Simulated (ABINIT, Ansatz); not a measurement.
## SiC (P6_3mc): G0W0 on several meshes in ABINIT

How does the mesh move the gap of SiC (P6_3mc)?

Method: PBE and many-body steps on it, plane waves, in ABINIT 10.8.3.

This is a report of a sequence of runs, with most program output left out.

### Step 1. Set-up

The structure is hexagonal, space group P6_3mc (No. 186). Conventional cell: a = 3.077 Å, b = 3.077 Å, c = 15.098 Å, α = 90.00°, β = 90.00°, γ = 120.00°. Si has 4 C at 1.88 to 1.89 Å nearest. Nearest to Si lie 4 C at 1.88 to 1.89 Å. Nearest to Si lie 4 C at 1.89 Å. C has 4 Si at 1.88 to 1.89 Å nearest. Nearest to C lie 4 Si at 1.88 to 1.89 Å. Nearest to C lie 4 Si at 1.89 Å. Farther neighbours are not listed.

The cell and positions are those that the Materials Project relaxed with its own functionals (PBE, PBE+U or r2SCAN), kept fixed.

### Step 2. Empty states on the mesh, 3×3×1 mesh, 537 bands

This step: ABINIT 10.8.3; DFT, PBE, plane waves, norm-conserving pseudopotentials.

The sums over transitions need many empty states on a uniform mesh; this step solves for them.

The input, run.abi:

```
acell 3*1.0 Angstrom
rprim 
  3.076621010229 -0.000000000007 0.000000000000
  -1.538310505109 2.664431952678 0.000000000000
  0.000000000000 0.000000000000 15.098084320000
ntypat 2
znucl 14 6
natom 12
typat 1 1 1 1 1 1 2 2 2 2 2 2
xred 
  0.333333333333 0.666666666667 0.832986150000
  0.666666666667 0.333333333333 0.332986150000
  0.666666666667 0.333333333333 0.666500600000
  0.333333333333 0.666666666667 0.166500600000
  0.000000000000 0.000000000000 0.499729420000
  0.000000000000 0.000000000000 0.999729420000
  0.000000000000 0.000000000000 0.874366410000
  0.000000000000 0.000000000000 0.374366410000
  0.333333333333 0.666666666667 0.707996780000
  0.666666666667 0.333333333333 0.207996780000
  0.666666666667 0.333333333333 0.541521640000
  0.333333333333 0.666666666667 0.041521640000
pp_dirpath "pseudos"
pseudos "Si.upf, C.upf"
ecut 37
ngkpt 3 3 1
nshiftk 1
shiftk 0 0 0
kptopt 1
chksymbreak 0
iscf -2
irdden 1
istwfk *1
nband 537
nbdbuf 48
tolwfr 1e-09
nstep 60
prtvol 0
indata_prefix "in"
outdata_prefix "out"
tmpdata_prefix "tmp"
```

Started as:

```
> OMP_NUM_THREADS=2 mpirun -n 3 abinit run.abi > log
```

Elapsed: 5 min, on 3 MPI ranks of Arm Neoverse V1, shared host; peak memory 0.55 GiB; 24 min of CPU time.

Numbers from this step:

```
gap                                                           : 2.828 eV
k of the valence top                                          : 0, 0, 0
k of the conduction bottom                                    : 0.3333, 0, 0
least direct gap                                              : 3.654 eV
k points computed                                             : 3
lowest point of the top converged band, above the valence top : 125.0222 eV
```

On this mesh the gap is 2.828 eV.

The density comes from a self-consistent run that is not shown.

### Step 3. Screening, 3×3×1 mesh, 213 bands, screening to 141.5 eV

The RPA dielectric matrix is built and inverted for each q.

This step: RPA screening on PBE, plane waves, norm-conserving pseudopotentials.

run.abi: that of step 2 with these lines changed.

```diff
@@ -30,10 +30,11 @@
 chksymbreak 0
-iscf -2
-irdden 1
 istwfk *1
-nband 537
-nbdbuf 48
-tolwfr 1e-09
-nstep 60
-prtvol 0
+occopt 1
+irdwfk 1
+optdriver 3
+nband 213
+ecuteps 5.2
+inclvkb 2
+awtr 1
+symchi 1
 indata_prefix "in"
```

Started as:

```
> OMP_NUM_THREADS=1 mpirun -n 8 abinit run.abi > log
```

It took 34 s on 8 MPI ranks; peak memory 2.4 GiB; 4.6 min of CPU time.

This step gave:

* ε∞ with local fields, on this mesh, along the program's q direction: 9.777
* the same without local fields: 10.68
* plasma frequency: 23.12 eV
* plane waves in the screening matrix: 431

Local fields lower ε∞ by 8 %. On a Γ-centred mesh this coarse the value itself is usually too large, while a short band sum pulls it down.

### Step 4. 3×3×1

The self-energy is evaluated for the states that the input lists, and the levels follow from it, in one-shot runs by the linearised quasiparticle equation.

This step: G0W0 on PBE, plane waves, norm-conserving pseudopotentials.

run.abi: that of step 3 with these lines changed.

```diff
@@ -33,8 +33,17 @@
 irdwfk 1
-optdriver 3
+optdriver 4
 nband 213
+gwcalctyp 0
+ecutsigx 37
+symsigma 1
+nkptgw 2
+kptgw 
+  0.0000000000 0.0000000000 0.0000000000
+  0.3333333333 0.0000000000 0.0000000000
+bdgw 
+  23 26
+  23 26
 ecuteps 5.2
-inclvkb 2
-awtr 1
-symchi 1
+irdscr 1
+ppmodel 1
 indata_prefix "in"
```

Run time: 14 s. Hardware: 8 MPI ranks; peak memory 1.6 GiB; 1.8 min of CPU time.

Numbers from this step:

| Property | Result |
| --- | --- |
| G0W0 gap on the points computed | 3.470 eV |
| starting gap on the mesh | 2.828 eV |
| k of the valence top | 0, 0, 0 |
| k of the conduction bottom | 0.3333, 0, 0 |
| Z at the valence top | 0.791 |
| Z at the conduction bottom | 0.814 |
| least direct G0W0 gap on the computed points | 4.409 eV |

The gap on the mesh goes from 2.83 eV to 3.47 eV, a correction of +0.64 eV.

### Step 5. Empty states on the mesh, 6×6×1 mesh, 233 bands

This step: DFT, PBE, plane waves, norm-conserving pseudopotentials.

run.abi: that of step 4 with these lines changed.

```diff
@@ -25,3 +25,3 @@
 ecut 37
-ngkpt 3 3 1
+ngkpt 6 6 1
 nshiftk 1
@@ -30,20 +30,10 @@
 chksymbreak 0
+iscf -2
+irdden 1
 istwfk *1
-occopt 1
-irdwfk 1
-optdriver 4
-nband 213
-gwcalctyp 0
-ecutsigx 37
-symsigma 1
-nkptgw 2
-kptgw 
-  0.0000000000 0.0000000000 0.0000000000
-  0.3333333333 0.0000000000 0.0000000000
-bdgw 
-  23 26
-  23 26
-ecuteps 5.2
-irdscr 1
-ppmodel 1
+nband 233
+nbdbuf 20
+tolwfr 1e-09
+nstep 60
+prtvol 0
 indata_prefix "in"
```

Started as:

```
> OMP_NUM_THREADS=1 mpirun -n 7 abinit run.abi > log
```

It took 1.9 min on 7 MPI ranks; peak memory 0.86 GiB.

Numbers from this step:

* gap: 2.027 eV
* k of the valence top: 0, 0, 0
* k of the conduction bottom: 0.5, 0, 0
* least direct gap: 3.130 eV
* k points computed: 7
* lowest point of the top converged band, above the valence top: 64.0605 eV

On this mesh the gap is 2.027 eV.

### Step 6. Screening, 6×6×1 mesh, 213 bands, screening to 141.5 eV

This step: RPA screening on PBE, plane waves, norm-conserving pseudopotentials.

run.abi: that of step 5 with these lines changed.

```diff
@@ -30,10 +30,11 @@
 chksymbreak 0
-iscf -2
-irdden 1
 istwfk *1
-nband 233
-nbdbuf 20
-tolwfr 1e-09
-nstep 60
-prtvol 0
+occopt 1
+irdwfk 1
+optdriver 3
+nband 213
+ecuteps 5.2
+inclvkb 2
+awtr 1
+symchi 1
 indata_prefix "in"
```

Started as:

```
> OMP_NUM_THREADS=1 mpirun -n 8 abinit run.abi > log
```

It took 2.3 min on 8 MPI ranks; peak memory 3.7 GiB.

This step gave:

| Item | Value |
| --- | --- |
| ε∞ with local fields, on this mesh, along the program's q direction | 6.965 |
| the same without local fields | 7.612 |
| plasma frequency | 23.12 eV |
| plane waves in the screening matrix | 431 |

### Step 7. 6×6×1

This step: G0W0 on PBE, plane waves, norm-conserving pseudopotentials.

run.abi: that of step 6 with these lines changed.

```diff
@@ -33,8 +33,17 @@
 irdwfk 1
-optdriver 3
+optdriver 4
 nband 213
+gwcalctyp 0
+ecutsigx 37
+symsigma 1
+nkptgw 2
+kptgw 
+  0.0000000000 0.0000000000 0.0000000000
+  0.5000000000 0.0000000000 0.0000000000
+bdgw 
+  23 26
+  23 26
 ecuteps 5.2
-inclvkb 2
-awtr 1
-symchi 1
+irdscr 1
+ppmodel 1
 indata_prefix "in"
```

It took 25 s on 8 MPI ranks; peak memory 2.6 GiB; 3.3 min of CPU time.

This step gave:

| Item | Value |
| --- | --- |
| G0W0 gap on the points computed | 2.645 eV |
| starting gap on the mesh | 2.027 eV |
| k of the valence top | 0, 0, 0 |
| k of the conduction bottom | 0.5, 0, 0 |
| Z at the valence top | 0.795 |
| Z at the conduction bottom | 0.818 |
| least direct G0W0 gap on the computed points | 3.907 eV |

Against G0W0 in ABINIT (3×3×1 mesh, 213 bands, screening to 141.5 eV, Godby-Needs plasmon pole), the gap moves by −0.825 eV.

### Step 8. The runs together

Times are wall times on 8 MPI ranks of Arm Neoverse V1, shared host. The host was busy with other work, so they are no guide to cost. A run's time includes the screening step that it read.

| run | mesh | bands | screening cutoff (eV) | DFT gap (eV) | gap on the mesh (eV) | direct (eV) | ε∞ used | time |
| --- | --- | --- | --- | --- | --- | --- | --- | --- |
| 3×3×1 | 3×3×1 | 213 | 141.5 | 2.828 | 3.470 | 4.409 | 9.78 | 48 s |
| 6×6×1 | 6×6×1 | 213 | 141.5 | 2.027 | 2.645 | 3.907 | 6.96 | 2.7 min |

### Step 9. What came out

```yaml
3x3x1: 3.470 eV
6x6x1: 2.645 eV
known_limits: not at the basis limit; coarse k mesh
```

What this shows: 6×6×1: −0.825 eV against 3×3×1, −0.801 eV of it in the start. Bands and cutoff are finite, so the gap is not at the basis limit. The miss can reach some tenths of an eV and take either sign; the mesh is an error of its own. In the G0W0 runs levels were corrected at 2 k points alone, so a gap called «on the mesh» is the least over those, and an edge elsewhere would be missed. A denser mesh or path gives a starting gap of 2.02 eV: the GW mesh misses a band edge, so its gaps are not the fundamental one. The 3×3×1 mesh is coarse for this cell, which bears on the long-range parts of exchange and screening.

[Paths, hosts, dates, memory and timing lines, banners, echoed tables and standing remarks are left out of the program output.]

[Logs are printed without paths, hosts, clocks, repeated set-up lines and the standing remarks that a program may print on its own settings, such as how far it seeks lower states.]

[Runs of the session that timed out or met a known fault of the program may be left out.]

[Hosts, paths, dates, database ids (printed as entryN), source tags and the programs' standing remarks are cut or masked in the printed files.]

[G0W0 gaps are taken among the corrected bands and points alone; a level outside them can change the order at an edge.]

[Where Ansatz stands beside ABINIT at settings called matched, ABINIT's density can come from a denser mesh and the files from another edition; pairs whose starting gaps differed by over 0.03 eV were left out, so agreement reads better than it is.]
